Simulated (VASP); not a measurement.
# Ni (Fm-3m) in VASP: band structure with PBE

Aim: the band structure of Ni with PBE.

Program: VASP 6.6.1. These are calculated values, not measurements. Logs are shortened: lines on timing, memory, paths and dates and some standing lists are left out, and cuts for length are marked.

## Step 1: The crystal as given

Symmetry: Fm-3m, No. 225, cubic system. Conventional cell: a = 3.499 Å, b = 3.499 Å, c = 3.499 Å, α = 90.00°, β = 90.00°, γ = 90.00°. Around Ni (site symmetry m-3m) lie 12 Ni at 2.47 Å.

## Step 2: Band structure, PBE, collinear spin, ferromagnetic start

Contents of POSCAR:

```
Ni                                      
1.0
    0.0000000000      1.7494630236      1.7494630236
    1.7494630236     -0.0000000000      1.7494630236
    1.7494630236      1.7494630236     -0.0000000000
  Ni            
     1
Direct
     0.0000000000000000    0.0000000000000000    0.0000000000000000
```

Contents of INCAR.step1:

```
SYSTEM = Ni
  ALGO = Fast
  EDIFF = 1E-7
  ENCUT = 520
  GGA = PE
  ISIF = 2
  ISMEAR = 0
  ISPIN = 2
  LASPH = .True.
  LCHARG = .True.
  LMAXMIX = 4
  LORBIT = 11
  LREAL = .False.
  LWAVE = .False.
  MAGMOM = 0.8
  NBANDS = 15
  NELM = 100
  PREC = Accurate
  SIGMA = 0.1
```

Contents of KPOINTS.step1:

```
k-points
0
Gamma
  4 4 4
  0 0 0
```

Contents of INCAR.step2:

```
SYSTEM = Ni
  ALGO = Fast
  EDIFF = 1E-7
  ENCUT = 520
  GGA = PE
  ICHARG = 11
  ISIF = 2
  ISMEAR = 0
  ISPIN = 2
  LASPH = .True.
  LCHARG = .False.
  LMAXMIX = 4
  LORBIT = 11
  LREAL = .False.
  LWAVE = .False.
  MAGMOM = 0.8
  NBANDS = 15
  NELM = 100
  PREC = Accurate
  SIGMA = 0.05
```

Contents of KPOINTS.step2:

```
path GXWKGLUWLK,UX
10
line-mode
reciprocal
 0.0000000000  0.0000000000  0.0000000000  G
 0.5000000000  0.0000000000  0.5000000000  X

 0.5000000000  0.0000000000  0.5000000000  X
 0.5000000000  0.2500000000  0.7500000000  W

 0.5000000000  0.2500000000  0.7500000000  W
 0.3750000000  0.3750000000  0.7500000000  K

 0.3750000000  0.3750000000  0.7500000000  K
 0.0000000000  0.0000000000  0.0000000000  G

 0.0000000000  0.0000000000  0.0000000000  G
 0.5000000000  0.5000000000  0.5000000000  L

 0.5000000000  0.5000000000  0.5000000000  L
 0.6250000000  0.2500000000  0.6250000000  U

 0.6250000000  0.2500000000  0.6250000000  U
 0.5000000000  0.2500000000  0.7500000000  W

 0.5000000000  0.2500000000  0.7500000000  W
 0.5000000000  0.5000000000  0.5000000000  L

 0.5000000000  0.5000000000  0.5000000000  L
 0.3750000000  0.3750000000  0.7500000000  K

 0.6250000000  0.2500000000  0.6250000000  U
 0.5000000000  0.0000000000  0.5000000000  X
```

Potentials or basis: VASP PAW PBE potentials, release 64 (Ni).

Started as:

```console
$ cat potpaw_PBE.64/Ni/POTCAR > POTCAR
$ cp INCAR.step1 INCAR
$ cp KPOINTS.step1 KPOINTS
$ mpirun -np 1 vasp_std > vasp.out
$ cp INCAR.step2 INCAR
$ cp KPOINTS.step2 KPOINTS
$ mpirun -np 1 vasp_std > vasp.out
```

OUTCAR:

```text
SYSTEM = Ni
   EDIFF = 1E-7
   ENCUT = 520
   GGA = PE
   ICHARG = 11
   ISIF = 2
   ISMEAR = 0
   ISPIN = 2
   LASPH = .True.
   LORBIT = 11
   LREAL = .False.
   NELM = 100
   PREC = Accurate

 ion  position               nearest neighbor table
   1  0.000  0.000  0.000-

  LATTYP: Found a face centered cubic cell.
 ALAT       =     3.4989260472

  Lattice vectors:

 A1 = (   0.0000000000,   1.7494630236,   1.7494630236)
 A2 = (   1.7494630236,   0.0000000000,   1.7494630236)
 A3 = (   1.7494630236,   1.7494630236,   0.0000000000)

Analysis of symmetry for initial positions (statically):
=====================================================================
 Subroutine PRICEL returns:
 Original cell was already a primitive cell.

 Routine SETGRP: Setting up the symmetry group for a
 face centered cubic supercell.

 Subroutine GETGRP returns: Found 48 space group operations
 (whereof 48 operations were pure point group operations)
 out of a pool of 48 trial point group operations.

The static configuration has the point symmetry O_h .

Analysis of symmetry for dynamics (positions and initial velocities):
=====================================================================
 Subroutine PRICEL returns:
 Original cell was already a primitive cell.

 Routine SETGRP: Setting up the symmetry group for a
 face centered cubic supercell.

 Subroutine GETGRP returns: Found 48 space group operations
 (whereof 48 operations were pure point group operations)
 out of a pool of 48 trial point group operations.

The dynamic configuration has the point symmetry O_h .

Analysis of structural, dynamic, and magnetic symmetry:
=====================================================================
 Subroutine PRICEL returns:
 Original cell was already a primitive cell.

 Routine SETGRP: Setting up the symmetry group for a
 face centered cubic supercell.

 Subroutine GETGRP returns: Found 48 space group operations
 (whereof 48 operations were pure point group operations)
 out of a pool of 48 trial point group operations.

The overall configuration has the point symmetry O_h .

 Subroutine INISYM returns: Found 48 space group operations
 (whereof 48 operations are pure point group operations),
 and found     1 'primitive' translations

----------------------------------------------------------------------------------------

                                     Primitive cell

  volume of cell :      10.7089

  direct lattice vectors                    reciprocal lattice vectors
     0.000000000  1.749463024  1.749463024    -0.285801982  0.285801982  0.285801982
     1.749463024  0.000000000  1.749463024     0.285801982 -0.285801982  0.285801982
     1.749463024  1.749463024  0.000000000     0.285801982  0.285801982 -0.285801982

  length of vectors
     2.474114335  2.474114335  2.474114335     0.495023554  0.495023554  0.495023554

  position of ions in fractional coordinates (direct lattice)
     0.000000000  0.000000000  0.000000000

  ion indices of the primitive-cell ions
   primitive index   ion index
                 1           1

----------------------------------------------------------------------------------------

 KPOINTS: path GXWKGLUWLK,UX

Interpolating k-points between supplied coordinates.

 Line segments in fractional coordinates (reciprocal lattice):
    0.000000  0.000000  0.000000  ...  0.500000  0.000000  0.500000
    0.500000  0.000000  0.500000  ...  0.500000  0.250000  0.750000
    0.500000  0.250000  0.750000  ...  0.375000  0.375000  0.750000
    0.375000  0.375000  0.750000  ...  0.000000  0.000000  0.000000
    0.000000  0.000000  0.000000  ...  0.500000  0.500000  0.500000
    0.500000  0.500000  0.500000  ...  0.625000  0.250000  0.625000
    0.625000  0.250000  0.625000  ...  0.500000  0.250000  0.750000
    0.500000  0.250000  0.750000  ...  0.500000  0.500000  0.500000
    0.500000  0.500000  0.500000  ...  0.375000  0.375000  0.750000
    0.625000  0.250000  0.625000  ...  0.500000  0.000000  0.500000

 Generated    10 points on each line segment, for a total of    100 k-points:

 Following reciprocal coordinates:
            Coordinates               Weight
  0.000000  0.000000  0.000000      0.010000
  0.055556  0.000000  0.055556      0.010000
  0.111111  0.000000  0.111111      0.010000
  0.166667  0.000000  0.166667      0.010000
  0.222222  0.000000  0.222222      0.010000
  0.277778  0.000000  0.277778      0.010000
[... 16 lines left out ...]
  0.472222  0.277778  0.750000      0.010000
  0.458333  0.291667  0.750000      0.010000
 [... further k-points ...]
   k-points           NKPTS =    100   k-points in BZ     NKDIM =    100   number of bands    NBANDS=     15
   number of dos      NEDOS =    301   number of ions     NIONS =      1
   total plane-waves  NPLWV =   5832
   dimension x,y,z NGX =    18 NGY =   18 NGZ =   18
   dimension x,y,z NGXF=    36 NGYF=   36 NGZF=   36
   ions per type =               1
   NGX,Y,Z   is equivalent  to a cutoff of  12.09, 12.09, 12.09 a.u.
   NGXF,Y,Z  is equivalent  to a cutoff of  24.19, 24.19, 24.19 a.u.
 SYSTEM =  Ni
   PREC   = accura    normal or accurate (medium, high low for compatibility)
   ISTART =      0    job   : 0-new  1-cont  2-samecut
   ICHARG =     11    charge: 1-file 2-atom 10-const
   ISPIN  =      2    spin polarized calculation?
   LNONCOLLINEAR =      F non collinear calculations
   LSORBIT =      F    spin-orbit coupling
   LASPH  =      T    aspherical Exc in radial PAW
   ENCUT  =  520.0 eV  38.22 Ry    6.18 a.u.   4.60  4.60  4.60*2*pi/ulx,y,z
   NELM   =    100;   NELMIN=  2; NELMDL=  0     # of ELM steps
   EDIFF  = 0.1E-06   stopping-criterion for ELM
   LREAL  =      F    real-space projection
   EDIFFG = 0.1E-05   stopping-criterion for IOM
   NSW    =      0    number of steps for IOM
   IBRION =     -1    ionic relax: 0-MD 1-quasi-New 2-CG
   NFREE  =      0    steps in history (QN), initial steepest desc. (CG)
   ISIF   =      2    stress and relaxation
   ISYM   =      2    0-nonsym 1-usesym 2-fastsym
   POTIM  = 0.5000    time-step for ionic-motion
   TEBEG  =    0.0;   TEEND  =   0.0 temperature during run
   PSTRESS=    0.0 pullay stress
   NELECT =      10.0000    total number of electrons
   NUPDOWN=      -1.0000    fix difference up-down
   EMIN   =  10.00;   EMAX   =-10.00  energy-range for DOS
   EFERMI =   0.00;   METHOD = LEGACY
   ISMEAR =     0;   SIGMA  =   0.05  broadening in eV -4-tet -1-fermi 0-gaus
   EFERMI_NEDOS =   21; number of points for ismear=-14 and -15
   IALGO  =     68    algorithm
   IMIX   =      4    mixing-type and parameters
     AMIX     =   0.40;   BMIX     =  1.00
     AMIX_MAG =   1.60;   BMIX_MAG =  1.00
  volume/ion in A,a.u.               =      10.71        72.27
  Fermi-wavevector in a.u.,A,eV,Ry     =   1.600148  3.023841 34.837344  2.560473
  Thomas-Fermi vector in A             =   2.697329
   LORBIT       =     11    0 simple, 1 ext, 2 COOP (PROOUT), +10 PAW based schemes
   GGA     = PE    functional components
   LHFCALC =     F    Hartree Fock is set to
   AEXX    =    0.0000 exact exchange contribution
   IVDW    =     0    specifies the selected vdW correction
   LEPSILON=     F    determine dielectric tensor
   LRPA    =     F    only Hartree local field effects (RPA)
 spin polarized calculation
 RMM-DIIS sequential band-by-band and
 Gauss-broadening in eV      SIGMA  =   0.05
  energy-cutoff  :      520.00
  volume of cell :       10.71
 maximum number of plane-waves:       302

 number of electron      10.0000009 magnetization       0.5937111

 Free energy of the ion-electron system (eV)
  ---------------------------------------------------
  ext. energy  EPLUGINS =         0.00000000
  ---------------------------------------------------
  free energy    TOTEN  =        -4.66469799 eV

  energy without entropy =       -4.66089288  energy(sigma->0) =       -4.66279544

 E-fermi :   9.6960     XC(G=0): -13.3553

 val. band max:        9.6941693264   @ k =   0.4028   0.3472   0.7500
 cond. band min:       9.7082065662   @ k =   0.6111   0.2222   0.6111
 fundamental gap:      0.0140372398
 Fermi energy:         9.6960271060

 spin component 1

 k-point     1 :       0.0000    0.0000    0.0000
  band No.  band energies     occupation
      1       0.4857      1.00000
      2       7.0872      1.00000
      3       7.0872      1.00000
      4       7.0872      1.00000
      5       8.2869      1.00000
      6       8.2869      1.00000
      7      33.4659      0.00000
      8      37.4503      0.00000
      9      37.4503      0.00000
     10      37.4503      0.00000
     11      40.4335      0.00000
     12      40.4335      0.00000
     13      40.4335      0.00000
     14      43.3635      0.00000
[... 401 lines left out ...]
      2       6.0734      1.00000
      3       6.8544      1.00000
      4       8.2835      1.00000
      5       9.0385      1.00000
      6      16.3191      0.00000
      7      17.5740      0.00000
      8      19.8375      0.00000
      9      22.1953      0.00000
     10      37.1190      0.00000
     11      42.2605      0.00000
     12      43.0501      0.00000
     13      48.8232      0.00000
     14      55.8805      0.00000
     15      56.5335      0.00000

 [... further k-points ...]

 spin component 2

 k-point     1 :       0.0000    0.0000    0.0000
  band No.  band energies     occupation
      1       0.4351      1.00000
      2       7.8137      1.00000
      3       7.8137      1.00000
      4       7.8137      1.00000
      5       8.8486      1.00000
      6       8.8486      1.00000
      7      33.2962      0.00000
      8      37.4171      0.00000
      9      37.4171      0.00000
     10      37.4171      0.00000
     11      40.5100      0.00000
     12      40.5100      0.00000
     13      40.5100      0.00000
     14      43.2447      0.00000
[... 401 lines left out ...]
      2       6.6483      1.00000
      3       7.4436      1.00000
      4       8.8251      1.00000
      5       9.8722      0.00000
      6      16.4889      0.00000
      7      17.7355      0.00000
      8      19.9940      0.00000
      9      22.2880      0.00000
     10      37.1233      0.00000
     11      42.3344      0.00000
     12      43.0040      0.00000
     13      49.0074      0.00000
     14      56.4481      0.00000
     15      57.2814      0.00000

 [... further k-points ...]

------------------------ aborting loop because EDIFF is reached ----------------------------------------

  FORCE on cell =-STRESS in cart. coord.  units (eV):
  Direction    XX          YY          ZZ          XY          YZ          ZX
  --------------------------------------------------------------------------------------
  -------------------------------------------------------------------------------------
  Total       16.8973292     16.8973292     16.8973292     -0.0000000     -0.0000000      0.0000000
  in kB     2528.0423703   2528.0423703   2528.0423703     -0.0000000     -0.0000000      0.0000000
  external PRESSURE =    2528.0423703 kB  Pullay stress =       0.0000000 kB

 VOLUME and BASIS-vectors are now :
 -----------------------------------------------------------------------------
  energy-cutoff  :      520.00
  volume of cell :       10.71
      direct lattice vectors                 reciprocal lattice vectors
     0.000000000  1.749463024  1.749463024    -0.285801982  0.285801982  0.285801982
     1.749463024  0.000000000  1.749463024     0.285801982 -0.285801982  0.285801982
     1.749463024  1.749463024  0.000000000     0.285801982  0.285801982 -0.285801982

 POSITION                                       TOTAL-FORCE (eV/Angst)
 -----------------------------------------------------------------------------------
      0.00000      0.00000      0.00000         0.000000      0.000000      0.000000
 -----------------------------------------------------------------------------------
    total drift:                               -0.000000     -0.000000     -0.000000

  FREE ENERGIE OF THE ION-ELECTRON SYSTEM (eV)
  ---------------------------------------------------
  free  energy   TOTEN  =        -4.6646979888 eV

  energy  without entropy=       -4.6608928823  energy(sigma->0) =       -4.66279544

 total charge

# of ion       s       p       d       tot
------------------------------------------
    1        0.373   0.446   8.572   9.391

 magnetization (x)

# of ion       s       p       d       tot
------------------------------------------
    1       -0.006  -0.033   0.580   0.541
```

It took 20 s on 1 thread of Intel Xeon Platinum 8259CL at 2.50GHz (Skylake/Cascade Lake), shared host; peak memory 0.14 GiB.

What came out:

* Band gap along the path: none (metal or under the smearing width)
* Net moment: 0.59 μB per cell

Caveat: the k mesh is coarse (spacing up to 0.78 Å⁻¹), so the values aren't converged; the log is that of the step along the path at fixed density, whose energy, stress, charges and moments have no meaning.
